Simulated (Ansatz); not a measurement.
# Straining Al2Cu

The calculation used DFT r2SCAN, scalar-relativistic, plane waves, PAW in Ansatz 0.2.0. Settings: 500 eV cutoff, 10×10×6 k-mesh, Gaussian smearing of 0.10 eV, no spin polarisation.

Reference structure (relaxed):

```xyz
6
Lattice="2.8671 2.8671 0.0000 -2.8671 2.8671 0.0000 0.0000 0.0000 5.7341" Properties=species:S:1:pos:R:3 pbc="T T T"
Al    1.4335    1.4335    1.4335
Al   -1.4335    1.4335    1.4335
Al   -1.4335    1.4335    4.3006
Al    1.4335    1.4335    4.3006
Cu    0.0000    0.0000    2.8671
Cu    0.0000    2.8671    0.0000
```

Deformation: uniaxial strain along a, with the lengths of b and c and the atoms relaxed and the angles held, all within the symmetry that the strain leaves. Energies are extrapolated to zero smearing. Stress is positive in compression, on the Cartesian axes of the cell above. On this cell's mesh the reference holds a stress of up to 0.77 GPa.

```
strain (%)  ΔE (meV/atom) a (Å) b (Å) c (Å)  σxx (GPa)  σyy (GPa)  σzz (GPa)  σyz (GPa)  σxz (GPa)  σxy (GPa)
      -6.0           27.4  3.811  4.103  5.915       3.28       3.28       0.00       0.00       0.00       3.28
      -4.0           15.0  3.892  4.085  5.831       2.90       2.90       0.00       0.00       0.00       2.90
      -2.0            4.5  3.974  4.076  5.750       2.06       2.06       0.00       0.00       0.00       2.06
      +0.0            0.0  4.055  4.055  5.734       0.38       0.38      -0.77       0.00       0.00       0.00
      +2.0            2.4  4.136  4.061  5.677      -1.73      -1.73       0.00       0.00       0.00      -1.73
      +4.0           13.1  4.217  4.056  5.651      -3.62      -3.62       0.00       0.00       0.00      -3.62
      +6.0           30.1  4.298  4.048  5.627      -5.15      -5.15       0.01       0.00       0.00      -5.15
```

Cost: 7 runs of about 33 core-minutes in all, on Intel Xeon Processor @ 2.70GHz (shared hosts).